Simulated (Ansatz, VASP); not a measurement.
# Ir (Ir wire along [100], 24 atoms a period): VASP beside Ansatz

Aim: how closely do two programs agree when they are given the same cell, functional and k mesh? The structure shown is the start of the Ansatz relaxation below; VASP solves that cell, so the two are compared at the walk's first step.

Calculated with Ansatz 0.2.0; plane waves, with VASP 6.6.1 beside it; single point at PBE.

### 1. The structure

The cell holds 24 atoms: 24 Ir. Cell: a = 16.475 Å, b = 16.475 Å, c = 3.870 Å, α = 90.0°, β = 90.0°, γ = 90.0°. Vacuum lies along a and b. The structure's axis is c.

### 2. Ansatz: relaxation, PBE

Ansatz runs on its PAW soft_1 files.

The two programs are compared at the cell with which this relaxation starts, whose forces are those of its first step.

Contents of input.yaml:

```yaml
crystal:
  lattice:
    - [16.475, 0.0, 0.0]
    - [0.0, 16.475, 0.0]
    - [0.0, 0.0, 3.87]
  atoms:
    - { symbol: Ir, position: [0.206373293, 0.441274659, 0.0] }
    - { symbol: Ir, position: [0.323823976, 0.323823976, 0.0] }
    - { symbol: Ir, position: [0.323823976, 0.558725341, 0.0] }
    - { symbol: Ir, position: [0.441274659, 0.206373293, 0.0] }
    - { symbol: Ir, position: [0.441274659, 0.441274659, 0.0] }
    - { symbol: Ir, position: [0.441274659, 0.676176024, 0.0] }
    - { symbol: Ir, position: [0.558725341, 0.323823976, 0.0] }
    - { symbol: Ir, position: [0.558725341, 0.558725341, 0.0] }
    - { symbol: Ir, position: [0.558725341, 0.793626707, 0.0] }
    - { symbol: Ir, position: [0.676176024, 0.441274659, 0.0] }
    - { symbol: Ir, position: [0.676176024, 0.676176024, 0.0] }
    - { symbol: Ir, position: [0.793626707, 0.558725341, 0.0] }
    - { symbol: Ir, position: [0.206373293, 0.558725341, 0.5] }
    - { symbol: Ir, position: [0.323823976, 0.441274659, 0.5] }
    - { symbol: Ir, position: [0.323823976, 0.676176024, 0.5] }
    - { symbol: Ir, position: [0.441274659, 0.323823976, 0.5] }
    - { symbol: Ir, position: [0.441274659, 0.558725341, 0.5] }
    - { symbol: Ir, position: [0.441274659, 0.793626707, 0.5] }
    - { symbol: Ir, position: [0.558725341, 0.206373293, 0.5] }
    - { symbol: Ir, position: [0.558725341, 0.441274659, 0.5] }
    - { symbol: Ir, position: [0.558725341, 0.676176024, 0.5] }
    - { symbol: Ir, position: [0.676176024, 0.323823976, 0.5] }
    - { symbol: Ir, position: [0.676176024, 0.558725341, 0.5] }
    - { symbol: Ir, position: [0.793626707, 0.441274659, 0.5] }
kpoints:
  mp_grid: { grid: [1, 1, 21] }
scf:
  occupations: { method: fermi_dirac, width: 0.05 }
hamiltonian:
  xc: pbe
  pseudopotentials: { kind: paw, azcp: { folder: soft_1 } }
relax:
  cell: { fix: [a, b, alpha, beta, gamma] }
  max_steps: 45
  f_tol: 0.03
```

Run with:

```
> ansatz run input.yaml --threads 4 --pin off --max-ram 16384MiB --backend cpu --events-out ev --progress --plain --runs-dir out
```

Numbers of over 12 decimals in the logs are rounded to 6 here.

The program printed:

```text
Engine: ansatz 0.2.0, x86_64-unknown-linux-gnu
Pseudopotentials: kind: paw
Pseudopotential: Ir, paw, valence charge 17, recommended cutoff 420 eV (normal), soft_1/Ir.paw.azcp
Functional definition: PBE
  parameter kappa = 0.804
  parameter beta = 0.066725
  exchange = pbe_x(kappa = kappa, mu = beta*pi^2/3)
  correlation = pbe_c(beta = beta)
Crystal: 24 atoms, lattice volume = 1050.417 Å³
Basis set: ecut = 420 eV, 20613 PW (Γ), exchange–correlation on 240×240×54 points (8 copies of the dense FFT grid, shifted against one another)
Bands: 245, of which v1, the nominal top of the filled ones, is band 204 counted from 1 (203 counted from 0)
Symmetry: 16 space group operations
Space group: P42/mcm (ITA 132), of the structure as read, at distance tolerance 1.0e-4 Å
k-points: 11 of 21
Non-local potential: Ir, projectors of the file, l = 0: 3, l = 1: 2, l = 2: 2, l = 3: 1
PAW form: soft (Blöchl's): semilocal exchange-correlation on the pseudo side does not see the compensation charge
PAW one-centre angular grid: Ir, 590 points (default); XC on 64 Gauss nodes
Initial density: superposition of atomic densities (neutral atoms: chi_scale 0, normalization atom)
Initial wavefunctions: pseudopotential atomic-orbital guess
Functional: x = pbe(κ = 0.804, μ = 0.219515), c = pbe(β = 0.066725)
SCF iter   1: F=—  HF=-286459.913151 eV  |F-HF|=—  |Δ(HF+E_count)|=         —  Δρ=2.96e-2  dr2=2.25e1  ethr=3.10e-3  ⟨swp⟩=7.7  Hψ=11311  notcnv=0  defer=17
preconditioner: auto → LDOS  [metal: Δε(μ)=0.006 eV  Ē_g=5.310 eV  σ=0.050 eV  W_gap=0.03  n_scr=242 (ndim 8)  ℏωp=16.8 eV  f_vac=0.543  D(μ)=56.06/eV (n_scr^D=502)  β→1.0]
SCF iter   2: F=—  HF=-286458.929805 eV  |F-HF|=—  |Δ(HF+E_count)|=   9.83e-1  Δρ=2.80e-2  dr2=1.78e1  ethr=3.10e-3  ⟨swp⟩=3.0  Hψ=6585  notcnv=0  defer=129
SCF iter   3: F=—  HF=-286455.165140 eV  |F-HF|=—  |Δ(HF+E_count)|=    3.76e0  Δρ=4.19e-3  dr2=7.44e-1  ethr=3.10e-3  ⟨swp⟩=2.7  Hψ=4546  notcnv=0  defer=122
SCF iter   4: F=—  HF=-286455.041828 eV  |F-HF|=—  |Δ(HF+E_count)|=   1.23e-1  Δρ=2.27e-3  dr2=1.02e-1  ethr=1.82e-4  ⟨swp⟩=3.8  Hψ=5834  notcnv=0  defer=116
SCF iter   5: F=—  HF=-286455.026836 eV  |F-HF|=—  |Δ(HF+E_count)|=   1.50e-2  Δρ=8.39e-4  dr2=2.14e-2  ethr=2.50e-5  ⟨swp⟩=2.0  Hψ=4461  notcnv=0  defer=116
SCF iter   6: F=—  HF=-286455.026685 eV  |F-HF|=—  |Δ(HF+E_count)|=   1.51e-4  Δρ=3.51e-4  dr2=2.52e-3  ethr=5.25e-6  ⟨swp⟩=2.0  Hψ=3733  notcnv=0  defer=116
SCF iter   7: F=—  HF=-286455.026625 eV  |F-HF|=—  |Δ(HF+E_count)|=   6.00e-5  Δρ=1.08e-4  dr2=3.03e-4  ethr=6.18e-7  ⟨swp⟩=2.1  Hψ=3789  notcnv=0  defer=116
SCF iter   8: F=—  HF=-286455.026592 eV  |F-HF|=—  |Δ(HF+E_count)|=   3.27e-5  Δρ=5.14e-5  dr2=5.26e-5  ethr=7.44e-8  ⟨swp⟩=3.0  Hψ=4472  notcnv=0  defer=116
SCF iter   9: F=—  HF=-286455.025233 eV  |F-HF|=—  |Δ(HF+E_count)|=   1.36e-3  Δρ=1.76e-5  dr2=8.92e-6  ethr=1.29e-8  ⟨swp⟩=2.2  Hψ=3957  notcnv=0  defer=116
SCF iter  10: F=—  HF=-286455.025234 eV  |F-HF|=—  |Δ(HF+E_count)|=   1.58e-6  Δρ=5.94e-6  dr2=1.94e-7  ethr=2.19e-9  ⟨swp⟩=2.0  Hψ=3806  notcnv=0  defer=116
SCF iter  11: F=-286455.025235 eV  HF=-286455.025235 eV  |F-HF|=8.27e-9  |Δ(HF+E_count)|=   4.59e-7  Δρ=1.92e-6  dr2=4.16e-8  ethr=2.45e-11  ⟨swp⟩=5.0  Hψ=9624  notcnv=0
SCF 1 converged in 11 iterations: F = -286455.025235 eV  dr2 = 4.16e-8
  greatest PAW one-centre occupation: 1.000 electrons in one spin orbital (limit 2), on the Ir atom at site 7 (counted from 0), in its partial waves of l = 0
relax step   1: F+E_penalty+E_count = -286455.02523465 eV  Δ(F+E_penalty+E_count) = +0.000e0 eV  max|allowed force component| = 1.907e0 eV/Å  Δτ_max = 0.0000 Å  P = -6.146 GPa  Ω = 1050.417 Å³  fix = [a, b, alpha, beta, gamma]  reactions: a -6.557, b -6.557 GPa  (11 SCF iters, dr2 threshold 1.00e-7 eV, accepted)
[...]
relax step   6: F+E_penalty+E_count = -286457.70086012 eV  Δ(F+E_penalty+E_count) = -1.389e-2 eV  max|allowed force component| = 3.393e-2 eV/Å  Δτ_max = 0.0158 Å  P = -0.031 GPa  Ω = 1054.197 Å³  energy of the carried Pulay correction = -5.895e-4 eV  fix = [a, b, alpha, beta, gamma]  reactions: a -0.064, b -0.064 GPa  (7 SCF iters, dr2 threshold 6.84e-7 eV, accepted)
[...]
relax step   7: F+E_penalty+E_count = -286457.70212662 eV  Δ(F+E_penalty+E_count) = -1.267e-3 eV  max|allowed force component| = 1.410e-2 eV/Å  Δτ_max = 0.0044 Å  P = -0.017 GPa  Ω = 1055.087 Å³  energy of the carried Pulay correction = -7.278e-4 eV  fix = [a, b, alpha, beta, gamma]  reactions: a -0.034, b -0.034 GPa  (6 SCF iters, dr2 threshold 7.20e-8 eV, accepted)
[...]
relax step   8: F+E_penalty+E_count = -286457.70299994 eV  Δ(F+E_penalty+E_count) = -8.733e-4 eV  max|allowed force component| = 1.405e-2 eV/Å  Δτ_max = 0.0000 Å  P = -0.013 GPa  Ω = 1055.087 Å³  fix = [a, b, alpha, beta, gamma]  reactions: a -0.031, b -0.031 GPa  stress off target by 2.16e-2 GPa on what of the cell is left free  SCF on the basis re-selected at this cell (its energy is not comparable with the rows above)  (7 SCF iters)
basis re-selected at this cell: Δ(F+E_penalty+E_count) = -8.733e-4 eV, ΔP = +0.004 GPa vs the last step (what re-selecting the basis moved, of the pressure what is left beyond the Pulay correction that the steps carried, after the strain that the cell walked since its last selection, with what the two solves' SCF thresholds leave and, on support functions, any second-order correction that the steps lacked; it is no m [...]
SCF converged after 7 iterations
Free energy (F): -286457.703000 eV
Harris-Foulkes:  -286457.703000 eV  (|F-HF|=1.75e-10)
Internal energy: -286457.389411 eV  (E = F + TS)
E sigma→0 (E₀):  -286457.546206 eV
Entropy (-TS):   -0.313589 eV (-13.066 meV/atom)
Fermi energy:    4.900496 eV
--- Per-component energies (eV) ---
  E_band       = -10307.926100
  E_kinetic    = 12942.750779
  E_local      = -333033.903250  (includes V_loc(G=0)·N_el)
  E_nonlocal   = 4575.420222
  E_hartree    = 159035.642071
  E_xc         = -5496.662865
  E_vxc        = -6119.471775  (∫ρ·V_xc dr)
  E_paw        = -222370.577091  (= ΣΔE_a)
  E_vpaw       = -6744.015805  (= ΣTr[D̂ρ^β])
  E_aug_tail   = 0.008591  (compensation charges beyond the density's cutoff)
  E_ewald      = 97889.932132
  E_smearing   = -0.313589  (= −TS)
  E_closure    = 0.000000  (closes the sum)
  Σ components = -286457.703000   (vs F -286457.703000, Δ=0.00e0)
--- Forces (eV/Å), atoms counted from 1 ---
  atom   1  Ir     0.01315457    -0.01405251     0.00000000
  atom   2  Ir     0.00738185     0.00738185     0.00000000
  atom   3  Ir    -0.01148694    -0.00625831     0.00000000
  atom   4  Ir    -0.01405251     0.01315457     0.00000000
  atom   5  Ir    -0.00307467    -0.00307467     0.00000000
  atom   6  Ir     0.00625831     0.01148694     0.00000000
  atom   7  Ir    -0.00625831    -0.01148694     0.00000000
  atom   8  Ir     0.00307467     0.00307467     0.00000000
  atom   9  Ir     0.01405251    -0.01315457     0.00000000
  atom  10  Ir     0.01148694     0.00625831     0.00000000
  atom  11  Ir    -0.00738185    -0.00738185     0.00000000
  atom  12  Ir    -0.01315457     0.01405251     0.00000000
  atom  13  Ir     0.01315457     0.01405251     0.00000000
  atom  14  Ir    -0.01148694     0.00625831     0.00000000
  atom  15  Ir     0.00738185    -0.00738185     0.00000000
  atom  16  Ir     0.00625831    -0.01148694     0.00000000
  atom  17  Ir    -0.00307467     0.00307467     0.00000000
  atom  18  Ir    -0.01405251    -0.01315457     0.00000000
  atom  19  Ir     0.01405251     0.01315457     0.00000000
  atom  20  Ir     0.00307467    -0.00307467     0.00000000
  atom  21  Ir    -0.00625831     0.01148694     0.00000000
  atom  22  Ir    -0.00738185     0.00738185     0.00000000
  atom  23  Ir     0.01148694    -0.00625831     0.00000000
  atom  24  Ir    -0.01315457    -0.01405251     0.00000000
  max |Σ_I F_I| component: 1.04e-17 eV/Å
--- Stress (GPa, compression-positive) ---
       -0.030718       0.000000       0.000000
        0.000000      -0.030718       0.000000
        0.000000       0.000000       0.021569
  P = ⅓ Tr σ = -0.0133 GPa (-0.133 kbar)
--- Relaxed structure (7 steps of the walk, 7 accepted, 1 SCFs on fresh bases) ---
  F+E_penalty+E_count = -286457.70299994 eV   max|allowed force component| = 1.405e-2 eV/Å   (the final SCF, on the basis selected at the relaxed cell)
  cell:  # Å, volume = 1055.0871 Å³
    - [16.475, 0.0, 0.0]
    - [0.0, 16.475, 0.0]
    - [0.0, 0.0, 3.887205]
  atoms:
    - { symbol: Ir, position: [0.218714, 0.446149, 0.0] }
    - { symbol: Ir, position: [0.330236, 0.330236, 0.0] }
    - { symbol: Ir, position: [0.323329, 0.564677, 0.0] }
    - { symbol: Ir, position: [0.446149, 0.218714, 0.0] }
    - { symbol: Ir, position: [0.443731, 0.443731, 0.0] }
    - { symbol: Ir, position: [0.435323, 0.676671, 0.0] }
    - { symbol: Ir, position: [0.564677, 0.323329, 0.0] }
    - { symbol: Ir, position: [0.556269, 0.556269, 0.0] }
    - { symbol: Ir, position: [0.553851, 0.781286, 0.0] }
    - { symbol: Ir, position: [0.676671, 0.435323, 0.0] }
    - { symbol: Ir, position: [0.669764, 0.669764, 0.0] }
    - { symbol: Ir, position: [0.781286, 0.553851, 0.0] }
    - { symbol: Ir, position: [0.218714, 0.553851, 0.5] }
    - { symbol: Ir, position: [0.323329, 0.435323, 0.5] }
    - { symbol: Ir, position: [0.330236, 0.669764, 0.5] }
    - { symbol: Ir, position: [0.435323, 0.323329, 0.5] }
    - { symbol: Ir, position: [0.443731, 0.556269, 0.5] }
    - { symbol: Ir, position: [0.446149, 0.781286, 0.5] }
    - { symbol: Ir, position: [0.553851, 0.218714, 0.5] }
    - { symbol: Ir, position: [0.556269, 0.443731, 0.5] }
    - { symbol: Ir, position: [0.564677, 0.676671, 0.5] }
    - { symbol: Ir, position: [0.669764, 0.330236, 0.5] }
    - { symbol: Ir, position: [0.676671, 0.564677, 0.5] }
    - { symbol: Ir, position: [0.781286, 0.446149, 0.5] }
```

[end of part 1 of 2]

[Lines on the potential files, build, host, timing and source positions are cut from VASP's logs without a mark.]

[Logs are printed without paths, hosts, clocks, repeated set-up lines and the standing remarks that a program may print on its own settings, such as how far it seeks lower states.]

[Hosts, paths, dates, database ids (printed as entryN), source tags and the programs' standing remarks are cut or masked in the printed files.]
